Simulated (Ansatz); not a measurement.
# Tl: pressure up to the limit of the methods

How does Tl (sc type) answer strong compression? Methods of the runs shown: PAW. Its runs: cell relaxed at zero pressure (PAW); volume scaled by 1 (PAW); volume scaled by 0.9 (PAW and PAW (level accurate)); volume scaled by 0.8 (PAW); volume scaled by 0.7 (PAW); volume scaled by 0.6 (PAW and PAW (cutoff 300 eV)); volume scaled by 0.5 (PAW and PAW (cutoff 250 eV)); volume scaled by 0.4 (PAW and PAW (cutoff 300 eV)).

Computed with Ansatz 0.2.0 (DFT PBE, with the methods named in each step, unless a step's input says otherwise).

### Step 1. Starting point

It takes space group Pm-3m (No. 221, cubic). The conventional cell has a = 3.240 Å, b = 3.240 Å, c = 3.240 Å, α = 90.00°, β = 90.00°, γ = 90.00°. Tl (site symmetry m-3m) is surrounded by 6 Tl at 3.24 Å.

Coordinates:

```
Tl
1.0
     3.23994    0.00000    0.00000
     0.00000    3.23994    0.00000
     0.00000    0.00000    3.23994
Tl
1
Direct
  0.00000 0.00000 0.00000
```

Whether this phase is the stable one at these pressures isn't tested.

### Step 2. Cell relaxed at zero pressure, PAW

Contents of input.yaml:

```yaml
crystal:
  lattice:
    - [3.2399382704, 0.0, 0.0]
    - [0.0, 3.2399382704, 0.0]
    - [0.0, 0.0, 3.2399382704]
  atoms:
    - { symbol: Tl, position: [0.0, 0.0, 0.0] }
kpoints:
  mp_grid: { grid: [12, 12, 12] }
scf:
  occupations: { method: fermi_dirac, width: 0.08 }
hamiltonian:
  xc: pbe
  pseudopotentials: { kind: paw }
output:
  forces: true
  stress: true
  write_density: true
  write_potential: true
  elf: true
  volumetric_format: npy
relax:
  f_tol: 0.005
  max_steps: 40
  cell: {}
```

Command:

```
ansatz run input.yaml --threads 1 --pin off --max-ram 2048MiB --backend cpu --events-out ev --progress --plain --runs-dir out
```

After this run come: Volume scaled by 1, PAW; Volume scaled by 0.9, PAW; Volume scaled by 0.9, PAW (level accurate); Volume scaled by 0.8, PAW; Volume scaled by 0.7, PAW; Volume scaled by 0.6, PAW; Volume scaled by 0.6, PAW (cutoff 300 eV); Volume scaled by 0.5, PAW; Volume scaled by 0.5, PAW (cutoff 250 eV); Volume scaled by 0.4, PAW; Volume scaled by 0.4, PAW (cutoff 300 eV).

What does the calculation give? Wanted: PAW pressure at 0.4 of the volume; fitted bulk modulus at zero pressure.

The runs gave:

```
                                         quantity      value
                PAW pressure at 0.4 of the volume  252.5 GPa
PAW (cutoff 300 eV) pressure at 0.4 of the volume  252.3 GPa
       fitted bulk modulus at zero pressure (PAW)   19.5 GPa
                          its pressure derivative       5.87
```

**Reading.** At 0.4 of the starting volume PAW gives 252 GPa. One third-order Birch-Murnaghan curve follows these points (B₀ = 19.5 GPa, B′ = 5.87, misfit at most 0.14 GPa). A fit over so wide a range leans to the high pressures, so B₀ can be off by several per cent. No all-electron run checks these rows here, and frozen cores can fail under such compression. The ions are at rest, and the electrons smeared by 0.08 eV. Spin-orbit coupling is left out, though the cell holds Tl; in elements this heavy it can shift bands and gaps by tenths of an eV.
